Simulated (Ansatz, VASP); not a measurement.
## Two plane-wave programs on Ta2N

```
Ta N
1.0
     3.11286    0.00000    0.00000
    -1.55643    2.69582    0.00000
     0.00000    0.00000    4.86984
Ta N
2 1
Direct
  0.32460 0.65342 0.25129
  0.69069 0.34223 0.74321
  0.99834 0.00588 0.00396
```

Change from the starting cell: atoms moved at random, drawn with an rms of 0.05 Å.

Alike in both runs: task single point; functional PBEsol; k mesh 10 × 10 × 6; occupations fermi-dirac, width 0.05 eV; no spin polarisation.

|  | VASP | Ansatz |
| --- | --- | --- |
| version | VASP 6.6.1 | Ansatz 0.2.0 |
| potentials or method | VASP PAW PBE potentials, release 64 (Ta_pv, N) | Ansatz PAW |
| plane-wave cutoff (eV) | 520 | 420 |
| valence electrons in the cell | 27 | 31 |

|  | VASP | Ansatz | Ansatz less VASP |
| --- | --- | --- | --- |
| gap on the k mesh at the Fermi level (eV) | none | none | - |
| pressure (GPa) | -7.9 | -8.4 | -0.48 |
| largest component of the traceless stress (GPa) | 1.13 | 1.11 | -0.016 |
| rms of the force components (eV/Å) | 0.341 | 0.344 | +0.0022 |

Atom by atom the forces differ by 0.024 eV/Å (rms over components). A gap of «none» marks a metal or a gap that the smearing closes. With one functional, cell and mesh, what is left measures potentials, basis and numerics. The two sets of potentials don't hold the same shells in valence.

Caveats: the PAW data sets were made with another functional, which shifts forces and pressure a little (VASP); the PAW data sets come from PBE, with cores solved anew for the run's functional, which leaves a small shift of forces and pressure (Ansatz). The runs have no spin-orbit coupling, so splittings on Ta are missing.
